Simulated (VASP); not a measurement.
# ZnS (Wurtzite-2H) (P6_3mc) in VASP: notebook, part 2 of 2

VASP 6.6.1.

## (3) Single point, r2SCAN (volume scaled by 0.97, then relaxed in part)

POSCAR

```
ZnS
1.0
    3.7678163631      0.0000000000      0.0000000000
   -1.8839081816      3.2630246872      0.0000000000
    0.0000000000      0.0000000000      6.1833007486
Zn S
2 2
Direct
    0.3333333333      0.6666666667      0.0053936192
    0.6666666667      0.3333333333      0.5053936192
    0.3333333333      0.6666666667      0.3796063808
    0.6666666667      0.3333333333      0.8796063808
```

INCAR.step1

```
PREC     = Accurate       # precision mode
ENCUT    = 520            # plane-wave cutoff, eV
ISMEAR   = 0              # smearing method
SIGMA    = 0.02           # smearing width, eV
LREAL    = False          # projectors in reciprocal space
LASPH    = True           # aspherical terms in the spheres
NELM     = 60             # most SCF steps
NBANDS   = 26             # bands
GGA      = PE             # functional
ALGO     = Normal         # electronic algorithm
EDIFF    = 1E-4           # SCF threshold, eV
LWAVE    = True           # write WAVECAR
LCHARG   = False          # write CHGCAR
```

INCAR.step2

```
PREC     = Accurate       # precision mode
ENCUT    = 520            # plane-wave cutoff, eV
EDIFF    = 1E-6           # SCF threshold, eV
ISMEAR   = 0              # smearing method
SIGMA    = 0.02           # smearing width, eV
LREAL    = False          # projectors in reciprocal space
LASPH    = True           # aspherical terms in the spheres
NELM     = 60             # most SCF steps
ALGO     = Normal         # electronic algorithm
ISIF     = 2              # what is computed and relaxed
LWAVE    = False          # write WAVECAR
LCHARG   = False          # write CHGCAR
METAGGA  = R2SCAN         # meta-GGA
LMIXTAU  = True         
NBANDS   = 26             # bands
ISTART   = 1
```

KPOINTS

```
Automatic mesh
0
Gamma
  9 9 4
```

Potentials or basis: VASP PAW PBE potentials, release 64 (Zn, S).

The run is started by

```console
> cat potpaw_PBE.64/Zn/POTCAR potpaw_PBE.64/S/POTCAR > POTCAR
> cp INCAR.step1 INCAR
> mpirun -np 1 vasp_std > vasp.out
> cp INCAR.step2 INCAR
> mpirun -np 1 vasp_std > vasp.out
```

OUTCAR:

```text
PREC = Accurate
   ENCUT = 520
   EDIFF = 1E-6
   ISMEAR = 0
   LREAL = False
   LASPH = True
   NELM = 60
   ISIF = 2
   METAGGA = R2SCAN
   ISTART = 1

 ion  position               nearest neighbor table
   1  0.333  0.667  0.005-   4 2.31   4 2.31   4 2.31   3 2.31
   2  0.667  0.333  0.505-   3 2.31   3 2.31   3 2.31   4 2.31
   3  0.333  0.667  0.380-   2 2.31   2 2.31   2 2.31   1 2.31
   4  0.667  0.333  0.880-   1 2.31   1 2.31   1 2.31   2 2.31

  LATTYP: Found a hexagonal cell.
 ALAT       =     3.7678163631
 C/A-ratio  =     1.6410833631

  Lattice vectors:

 A1 = (   3.7678163631,   0.0000000000,   0.0000000000)
 A2 = (  -1.8839081816,   3.2630246872,   0.0000000000)
 A3 = (   0.0000000000,   0.0000000000,   6.1833007486)

Analysis of symmetry for initial positions (statically):
=====================================================================
 Subroutine PRICEL returns:
 Original cell was already a primitive cell.

 Routine SETGRP: Setting up the symmetry group for a
 hexagonal supercell.

 Subroutine GETGRP returns: Found 12 space group operations
 (whereof  6 operations were pure point group operations)
 out of a pool of 24 trial point group operations.

The static configuration has the point symmetry C_3v.
 The point group associated with its full space group is C_6v.

Analysis of symmetry for dynamics (positions and initial velocities):
=====================================================================
 Subroutine PRICEL returns:
 Original cell was already a primitive cell.

 Routine SETGRP: Setting up the symmetry group for a
 hexagonal supercell.

 Subroutine GETGRP returns: Found 12 space group operations
 (whereof  6 operations were pure point group operations)
 out of a pool of 24 trial point group operations.

The dynamic configuration has the point symmetry C_3v.
[... 121 lines left out ...]
   IALGO  =     38    algorithm
   IMIX   =      4    mixing-type and parameters
     AMIX     =   0.40;   BMIX     =  1.00
     AMIX_MAG =   1.60;   BMIX_MAG =  1.00
  volume/ion in A,a.u.               =      19.01       128.25
  Fermi-wavevector in a.u.,A,eV,Ry     =   1.276044  2.411373 22.154193  1.628287
  Thomas-Fermi vector in A             =   2.408722
   LORBIT       =      0    0 simple, 1 ext, 2 COOP (PROOUT), +10 PAW based schemes
   METAGGA = R2SCAN    functional components
   LHFCALC =     F    Hartree Fock is set to
   AEXX    =    0.0000 exact exchange contribution
   IVDW    =     0    specifies the selected vdW correction
   LEPSILON=     F    determine dielectric tensor
   LRPA    =     F    only Hartree local field effects (RPA)
 non-spin polarized calculation
 Gauss-broadening in eV      SIGMA  =   0.02
  energy-cutoff  :      520.00
  volume of cell :       76.02
 maximum number of plane-waves:      2058
 NGX is ok and might be reduce to    28
   NGX = 13   NGY = 13   NGZ = 23

 number of electron      36.0000008 magnetization

 Free energy of the ion-electron system (eV)
  ---------------------------------------------------
  ext. energy  EPLUGINS =         0.00000000
  ---------------------------------------------------
  free energy    TOTEN  =       -37.70560010 eV

  energy without entropy =      -37.70560010  energy(sigma->0) =      -37.70560010

 E-fermi :   2.2906     XC(G=0): -10.4676

 val. band max:        2.2100283955   @ k =   0.0000   0.0000   0.0000
 cond. band min:       5.1443455623   @ k =   0.0000   0.0000   0.0000
 fundamental gap:      2.9343171668
 Fermi energy:         2.2906434217

 k-point     1 :       0.0000    0.0000    0.0000
  band No.  band energies     occupation
      1     -11.7694      2.00000
      2     -10.7509      2.00000
      3      -4.4539      2.00000
      4      -4.4378      2.00000
      5      -4.4377      2.00000
      6      -4.3412      2.00000
[... 685 lines left out ...]
     25      12.7899      0.00000
     26      13.1271      0.00000

 [... further k-points ...]

------------------------ aborting loop because EDIFF is reached ----------------------------------------

  FORCE on cell =-STRESS in cart. coord.  units (eV):
  Direction    XX          YY          ZZ          XY          YZ          ZX
  --------------------------------------------------------------------------------------
  -------------------------------------------------------------------------------------
  Total        1.2331472      1.2331472      1.2212706     -0.0000000      0.0000000      0.0000000
  in kB       25.9893276     25.9893276     25.7390205     -0.0000000      0.0000000      0.0000000
  external PRESSURE =      25.9058919 kB  Pullay stress =       0.0000000 kB

 VOLUME and BASIS-vectors are now :
 -----------------------------------------------------------------------------
  energy-cutoff  :      520.00
  volume of cell :       76.02
      direct lattice vectors                 reciprocal lattice vectors
     3.767816363  0.000000000  0.000000000     0.265405716  0.153232062  0.000000000
    -1.883908182  3.263024687  0.000000000     0.000000000  0.306464123  0.000000000
     0.000000000  0.000000000  6.183300749     0.000000000  0.000000000  0.161725920

 POSITION                                       TOTAL-FORCE (eV/Angst)
 -----------------------------------------------------------------------------------
     -0.00000      2.17535      0.03335         0.000000      0.000000      0.000351
      1.88391      1.08767      3.12500        -0.000000      0.000000      0.000351
     -0.00000      2.17535      2.34722        -0.000000     -0.000000     -0.000351
      1.88391      1.08767      5.43887        -0.000000      0.000000     -0.000351
 -----------------------------------------------------------------------------------
    total drift:                               -0.000000     -0.000000     -0.028412

  FREE ENERGIE OF THE ION-ELECTRON SYSTEM (eV)
  ---------------------------------------------------
  free  energy   TOTEN  =       -37.7056000983 eV

  energy  without entropy=      -37.7056000983  energy(sigma->0) =      -37.70560010
```

OUTCAR.step1:

```text
PREC = Accurate
   ENCUT = 520
   ISMEAR = 0
   LREAL = False
   LASPH = True
[... 927 lines left out ...]
     -0.00000      2.17535      0.03335         0.000000     -0.000000      0.007537
      1.88391      1.08767      3.12500        -0.000000      0.000000      0.007537
     -0.00000      2.17535      2.34722         0.000000     -0.000000     -0.007537
      1.88391      1.08767      5.43887        -0.000000      0.000000     -0.007537
 -----------------------------------------------------------------------------------
    total drift:                               -0.000001     -0.000001     -0.000021

  FREE ENERGIE OF THE ION-ELECTRON SYSTEM (eV)
  ---------------------------------------------------
  free  energy   TOTEN  =       -13.6216215165 eV

  energy  without entropy=      -13.6216215165  energy(sigma->0) =      -13.62162152
```

OSZICAR.step1:

```text
N       E                     dE             d eps       ncg     rms          rms(c)
DAV:   1     0.247504236041E+03    0.24750E+03   -0.16970E+04  1872   0.168E+03
DAV:   2     0.105400682828E+02   -0.23696E+03   -0.22636E+03  1914   0.357E+02
DAV:   3    -0.138808606719E+02   -0.24421E+02   -0.24167E+02  2308   0.113E+02
DAV:   4    -0.144732215575E+02   -0.59236E+00   -0.59110E+00  2144   0.176E+01
DAV:   5    -0.144821791175E+02   -0.89576E-02   -0.89555E-02  2244   0.215E+00    0.105E+01
DAV:   6    -0.136332977789E+02    0.84888E+00   -0.16448E+00  2812   0.378E+01    0.798E+00
DAV:   7    -0.136290612729E+02    0.42365E-02   -0.13218E+00  1984   0.678E+00    0.354E+00
DAV:   8    -0.136211938942E+02    0.78674E-02   -0.34755E-02  2270   0.160E+00    0.104E+00
DAV:   9    -0.136212948500E+02   -0.10096E-03   -0.10771E-02  2504   0.124E+00    0.241E-01
DAV:  10    -0.136214180941E+02   -0.12324E-03   -0.55362E-04  2136   0.337E-01    0.998E-02
DAV:  11    -0.136216223054E+02   -0.20421E-03   -0.29611E-04  1728   0.125E-01    0.641E-02
DAV:  12    -0.136216215165E+02    0.78890E-06   -0.20018E-05  1052   0.652E-02
   1 F= -.13621622E+02 E0= -.13621622E+02  d E =-.973898E-16
```

It took 3 min on 1 thread of AMD EPYC 9R45 (Zen 5), shared host; peak memory 0.2 GiB.

Results:

| Property | Result |
| --- | --- |
| Free energy | -37.7056 eV |
| Pressure | 2.6 GPa |
| Band gap on the k mesh | 2.93 eV, direct |

Caveat: the cell differs from its parent crystal (volume scaled by 0.97, then relaxed in part); the PAW data sets were made with another functional, which shifts forces and pressure a little.

## (4) Single point, r2SCAN

This run uses another cell than the first one, of 19.59 Å³/atom, 1.064 times its volume.

POSCAR

```
ZnS
1.0
    3.8062661245      0.0000000000      0.0000000000
   -1.9031330622      3.2963231574      0.0000000000
    0.0000000000      0.0000000000      6.2464000123
Zn S
2 2
Direct
    0.3333333333      0.6666666667      0.0053936192
    0.6666666667      0.3333333333      0.5053936192
    0.3333333333      0.6666666667      0.3796063808
    0.6666666667      0.3333333333      0.8796063808
```

INCAR.step1

```
SYSTEM = ZnS
ALGO = Normal
EDIFF = 1E-4
ENCUT = 520
GGA = PE
ISMEAR = 0
LASPH = .TRUE.
LCHARG = .FALSE.
LREAL = .FALSE.
LWAVE = .TRUE.
NBANDS = 26
NELM = 60
PREC = Accurate
SIGMA = 0.02
```

INCAR.step2

```
SYSTEM = ZnS
ALGO = Normal
EDIFF = 1E-7
ENCUT = 520
ISIF = 2
ISMEAR = 0
ISTART = 1
LASPH = .TRUE.
LCHARG = .FALSE.
LMIXTAU = .TRUE.
LREAL = .FALSE.
LWAVE = .FALSE.
METAGGA = R2SCAN
NBANDS = 26
NELM = 60
PREC = Accurate
SIGMA = 0.02
```

KPOINTS

```
k-points
0
G
  9 9 4
  0 0 0
```

The run is started by

```console
> cat potpaw_PBE.64/Zn/POTCAR potpaw_PBE.64/S/POTCAR > POTCAR
> cp INCAR.step1 INCAR
> mpirun -np 1 vasp_std > vasp.out
> cp INCAR.step2 INCAR
> mpirun -np 1 vasp_std > vasp.out
```

It took 2.4 min on 1 thread of AMD EPYC 9R45 (Zen 5), shared host; peak memory 0.2 GiB.

Results (log left out):

```yaml
Free_energy: -37.7237 eV
Pressure: 0.0 GPa
Band_gap_on_the_k_mesh: 2.79 eV, direct
```

Forces on the atoms (eV/Å):
```
Zn   0.000  0.000  0.003
Zn   0.000  0.000  0.003
S    0.000  0.000 -0.003
S    0.000  0.000 -0.003
```

Levels at points of the mesh, in eV from the valence-band top:
| k point | band 16 | band 17 | band 18 | band 19 | band 20 | band 21 |
| --- | --- | --- | --- | --- | --- | --- |
| (0.00, 0.00, 0.00) | -0.09 | 0.00 | 0.00 | 2.79 | 3.62 | 6.80 |
| (0.00, 0.00, 0.50) | -0.48 | -0.48 | -0.48 | 4.11 | 4.11 | 7.26 |

Caveat: the PAW data sets were made with another functional, which shifts forces and pressure a little.

## (5) Single point, r2SCAN (volume scaled by 1.03, then relaxed in part)

POSCAR

```
ZnS
1.0
    3.8439543787      0.0000000000      0.0000000000
   -1.9219771894      3.3289621430      0.0000000000
    0.0000000000      0.0000000000      6.3082495794
Zn S
2 2
Direct
    0.3333333333      0.6666666667      0.0053936192
    0.6666666667      0.3333333333      0.5053936192
    0.3333333333      0.6666666667      0.3796063808
    0.6666666667      0.3333333333      0.8796063808
```

INCAR.step1

```
ALGO = Normal ; EDIFF = 1E-4
ENCUT = 520 ; GGA = PE
ISMEAR = 0 ; LASPH = True
LCHARG = False ; LREAL = False
LWAVE = True ; NBANDS = 26
NELM = 100 ; PREC = Accurate
SIGMA = 0.02
```

INCAR.step2

```
ALGO = Normal ; EDIFF = 1E-6
ENCUT = 520 ; ISIF = 2
ISMEAR = 0 ; ISTART = 1
LASPH = True ; LCHARG = False
LMIXTAU = True ; LREAL = False
LWAVE = False ; METAGGA = R2SCAN
NBANDS = 26 ; NELM = 100
PREC = Accurate ; SIGMA = 0.02
```

KPOINTS

```
k-points
0
Gamma
  9 9 4
```

The run is started by

```console
> cat potpaw_PBE.64/Zn/POTCAR potpaw_PBE.64/S/POTCAR > POTCAR
> cp INCAR.step1 INCAR
> mpirun -np 1 vasp_std > vasp.out
> cp INCAR.step2 INCAR
> mpirun -np 1 vasp_std > vasp.out
```

Wall time 2.9 min (1 thread of AMD EPYC 9R45 (Zen 5), shared host); peak memory 0.21 GiB.

Results (log left out):

```yaml
Free_energy: -37.7069 eV
Pressure: -2.2 GPa
Largest_force: 0.008 eV/Å
Band_gap_on_the_k_mesh: 2.64 eV, direct
```

Forces in eV/Å, atoms in the order of the input:
```
Zn   0.000  0.000  0.008
Zn   0.000  0.000  0.008
S    0.000  0.000 -0.008
S    0.000  0.000 -0.008
```

Levels at points of the mesh, in eV from the valence-band top:
| k point | band 14 | band 15 | band 16 | band 17 | band 18 | band 19 | band 20 | band 21 | band 22 | band 23 |
| --- | --- | --- | --- | --- | --- | --- | --- | --- | --- | --- |
| (0.00, 0.00, 0.00) | -0.88 | -0.88 | -0.08 | 0.00 | 0.00 | 2.64 | 3.56 | 6.82 | 6.82 | 7.09 |
| (0.00, 0.00, 0.50) | -2.83 | -0.46 | -0.46 | -0.46 | -0.46 | 4.02 | 4.02 | 7.27 | 7.27 | 7.27 |

Caveat: the cell differs from its parent crystal (volume scaled by 1.03, then relaxed in part); the PAW data sets were made with another functional, which shifts forces and pressure a little.

## (6) The runs side by side

| cell | gap on the mesh (eV) | pressure (GPa) |
| --- | --- | --- |
| a = 3.726, b = 3.726, c = 6.129 Å, angles 90.0, 90.0, 120.0°, 4 atoms | 3.08 | 5.6 |
| a = 3.768, b = 3.768, c = 6.183 Å, angles 90.0, 90.0, 120.0°, 4 atoms | 2.93 | 2.6 |
| a = 3.806, b = 3.806, c = 6.246 Å, angles 90.0, 90.0, 120.0°, 4 atoms | 2.79 | 0.0 |
| a = 3.844, b = 3.844, c = 6.308 Å, angles 90.0, 90.0, 120.0°, 4 atoms | 2.64 | -2.2 |

Alike in all rows: task single point; level r2SCAN; potentials or basis VASP PAW PBE potentials, release 64 (Zn, S); no spin polarisation; k mesh 9 × 9 × 4; cutoff (eV) 520; smearing gaussian 0.02 eV.

Caveats: the PAW data sets were made with another functional, which shifts forces and pressure a little.

Absolute energies hang on the potentials; compare differences alone.

## (7) How close it comes

Step 4. A measured gap of ZnS is 3.911 eV (direct; 4 K; a printed reference work, monograph); the calculated 2.79 eV misses it by -1.13 eV. The value is that of r2SCAN, without temperature or zero-point motion.
